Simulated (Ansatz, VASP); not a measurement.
## One calculation of Sn, two programs

```
Sn
1.0
     0.00000    3.27078    3.27078
     3.27078    0.00000    3.27078
     3.27078    3.27078    0.00000
Sn
2
Direct
  0.50000 0.50000 0.50000
  0.75000 0.75000 0.75000
```

Alike in both runs: functional PBEsol; k mesh 12 × 12 × 12; occupations gaussian, width 0.1 eV; no spin polarisation.

Ansatz relaxed the structure, and its values are those at the end. VASP's run is a single point on that final structure, the one shown.

|  | VASP | Ansatz |
| --- | --- | --- |
| version | VASP 6.6.1 | Ansatz 0.2.0 |
| potentials or method | VASP PAW PBE potentials, release 64 (Sn_d) | scalar-relativistic, plane waves, PAW |
| plane-wave cutoff (eV) | 520 | 420 |
| valence electrons in the cell | 28 | 28 |

Ansatz gave:

- gap on the k mesh at the Fermi level (eV): none
- pressure (GPa): 0.0

Question: Which values does VASP return?

Answer: gap on the k mesh at the Fermi level (eV): none; pressure (GPa): -0.1.

A gap of «none» marks a metal or a gap that the smearing closes.

Caveats: the PAW data sets were made with another functional, which shifts forces and pressure a little (VASP).
